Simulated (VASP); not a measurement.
# Mg (P6/mmm) in VASP: notebook, part 2 of 2

VASP 6.6.1. Earlier steps stand in the parts before.

## Step 5: Single point, r2SCAN

This run uses another cell than the first one, of the same volume but with other edges.

File INCAR:

```
ADDGRID = False
ALGO = Normal
EDIFF = 1E-6
ENCUT = 600
ISIF = 2
ISMEAR = 1
LASPH = True
LCHARG = False
LMIXTAU = True
LREAL = False
LWAVE = False
METAGGA = R2SCAN
NELM = 100
PREC = Accurate
SIGMA = 0.1
```

File KPOINTS:

```
k-points
0
Gamma
  18 18 16
```

File POSCAR:

```
Mg
1.0
    3.1430880000     -0.0084060000     -0.0278050000
   -1.5788240000      2.6046760000      0.0276970000
   -0.0277550000      0.0158990000      3.0020770000
Mg
1
Direct
   -0.0144770000      0.0117080000      0.0082640000
```

Potentials or basis: VASP PAW PBE potentials, release 64 (Mg).

The run is started by

```sh
> cat potpaw_PBE.64/Mg/POTCAR > POTCAR
> mpirun -np 1 vasp_std > vasp.out
```

OUTCAR:

```text
EDIFF = 1E-6
   ENCUT = 600
   ISIF = 2
   ISMEAR = 1
   LASPH = True
   LREAL = False
   METAGGA = R2SCAN
   NELM = 100
   PREC = Accurate

 Found   2596 irreducible k-points:

 Following reciprocal coordinates:
            Coordinates               Weight
  0.000000  0.000000  0.000000      1.000000
  0.055556  0.000000 -0.000000      2.000000
  0.111111  0.000000 -0.000000      2.000000
  0.166667  0.000000  0.000000      2.000000
  0.222222  0.000000 -0.000000      2.000000
  0.277778  0.000000  0.000000      2.000000
   k-points           NKPTS =   2596   k-points in BZ     NKDIM =   2596   number of bands    NBANDS=      5
   number of dos      NEDOS =    301   number of ions     NIONS =      1
   total plane-waves  NPLWV =  16128
   dimension x,y,z NGX =    28 NGY =   24 NGZ =   24
   dimension x,y,z NGXF=    56 NGYF=   48 NGZF=   48
   ions per type =               1
   NGX,Y,Z   is equivalent  to a cutoff of  14.81, 13.10, 13.29 a.u.
   NGXF,Y,Z  is equivalent  to a cutoff of  29.62, 26.20, 26.58 a.u.
 SYSTEM =  unknown system
   PREC   = accura    normal or accurate (medium, high low for compatibility)
   ISTART =      0    job   : 0-new  1-cont  2-samecut
   ICHARG =      2    charge: 1-file 2-atom 10-const
   ISPIN  =      1    spin polarized calculation?
   LNONCOLLINEAR =      F non collinear calculations
   LSORBIT =      F    spin-orbit coupling
[... 49 lines left out ...]
  free energy    TOTEN  =        -3.86658623 eV

  energy without entropy =       -3.86673637  energy(sigma->0) =       -3.86663627

 E-fermi :   2.2756     XC(G=0):  -8.8414

 val. band max:        2.2755868143   @ k =   0.3889   0.1111   0.1250
 cond. band min:       2.2828601695   @ k =   0.5000  -0.1111   0.0625
 fundamental gap:      0.0072733551
 Fermi energy:         2.2756397083

 k-point     1 :       0.0000    0.0000    0.0000
  band No.  band energies     occupation
      1      -4.8388      2.00000
      2      11.0979      0.00000
      3      12.2508      0.00000
      4      14.9021      0.00000
      5      16.1181      0.00000
[... 33 lines left out ...]
 k-point     6 :       0.2778    0.0000    0.0000
  band No.  band energies     occupation
      1      -3.1212      2.00000
      2       6.3266      0.00000
      3      11.5056      0.00000
      4      12.6216      0.00000
      5      13.6892      0.00000

 [... further k-points ...]
[... 5 lines left out ...]
  --------------------------------------------------------------------------------------
  -------------------------------------------------------------------------------------
  Total       -0.1668095      0.1765945      0.1307886      0.0282085      0.0088522     -0.0238689
  in kB      -10.8930989     11.5320869      8.5408378      1.8420918      0.5780743     -1.5587045
  external PRESSURE =       3.0599420 kB  Pullay stress =       0.0000000 kB

 VOLUME and BASIS-vectors are now :
 -----------------------------------------------------------------------------
  energy-cutoff  :      600.00
  volume of cell :       24.53
      direct lattice vectors                 reciprocal lattice vectors
     3.143088000 -0.008406000 -0.027805000     0.318692044  0.193154686  0.001923445
    -1.578824000  2.604676000  0.027697000     0.001010546  0.384559010 -0.002027282
    -0.027755000  0.015899000  3.002077000     0.002942377 -0.001758937  0.333139234

 POSITION                                       TOTAL-FORCE (eV/Angst)
 -----------------------------------------------------------------------------------
      3.07887      0.02234     -0.00227        -0.000000      0.000000     -0.000000
 -----------------------------------------------------------------------------------
    total drift:                               -0.000083     -0.000073      0.000215

  FREE ENERGIE OF THE ION-ELECTRON SYSTEM (eV)
  ---------------------------------------------------
  free  energy   TOTEN  =        -3.8665862262 eV

  energy  without entropy=       -3.8667363714  energy(sigma->0) =       -3.86663627
```

OSZICAR:

```text
N       E                     dE             d eps       ncg     rms          rms(c)
DAV:   1    -0.296725812225E+01   -0.29673E+01   -0.81754E+02 27065   0.311E+02
DAV:   2    -0.392867941278E+01   -0.96142E+00   -0.89420E+00 32800   0.172E+01
DAV:   3    -0.393481659301E+01   -0.61372E-02   -0.60544E-02 34965   0.168E+00
DAV:   4    -0.393483777450E+01   -0.21181E-04   -0.21182E-04 34465   0.716E-02
DAV:   5    -0.393483789397E+01   -0.11947E-06   -0.11958E-06 34110   0.402E-03    0.625E-01
DAV:   6    -0.384501250182E+01    0.89825E-01   -0.39602E-02 29270   0.136E+00    0.454E-01
DAV:   7    -0.397959576204E+01   -0.13458E+00   -0.18223E-02 26100   0.114E+00    0.159E-01
DAV:   8    -0.386774137076E+01    0.11185E+00   -0.49421E-02 26515   0.107E+00    0.691E-02
DAV:   9    -0.386743942656E+01    0.30194E-03   -0.96506E-04 37065   0.256E-01    0.717E-02
DAV:  10    -0.386618287308E+01    0.12566E-02   -0.11937E-04 29650   0.751E-02    0.719E-02
DAV:  11    -0.386542092369E+01    0.76195E-03   -0.81870E-05 30115   0.648E-02    0.830E-02
DAV:  12    -0.386449355917E+01    0.92736E-03   -0.13379E-03 26350   0.285E-01    0.163E-01
DAV:  13    -0.386532847468E+01   -0.83492E-03   -0.93086E-04 28685   0.222E-01    0.997E-02
DAV:  14    -0.386671627473E+01   -0.13878E-02   -0.71213E-04 27340   0.277E-01    0.639E-02
DAV:  15    -0.386660696114E+01    0.10931E-03   -0.18649E-04 35755   0.852E-02    0.169E-02
DAV:  16    -0.386658621410E+01    0.20747E-04   -0.29595E-05 26470   0.333E-02    0.172E-02
DAV:  17    -0.386658622622E+01   -0.12126E-07   -0.72853E-07 25505   0.657E-03
   1 F= -.38665862E+01 E0= -.38666363E+01  d E =0.150145E-03
```

It took 8.2 min on 1 thread of Intel Xeon 6975P-C (Granite Rapids), shared host; peak memory 0.59 GiB.

These settings aren't checked as converged: the numbers below hold their error.

What came out:

```yaml
Free_energy: -3.8666 eV
Pressure: 0.3 GPa
Band_gap_on_the_k_mesh: none (metal or under the smearing width)
```

Caveat: the PAW data sets were made with another functional, which shifts forces and pressure a little.
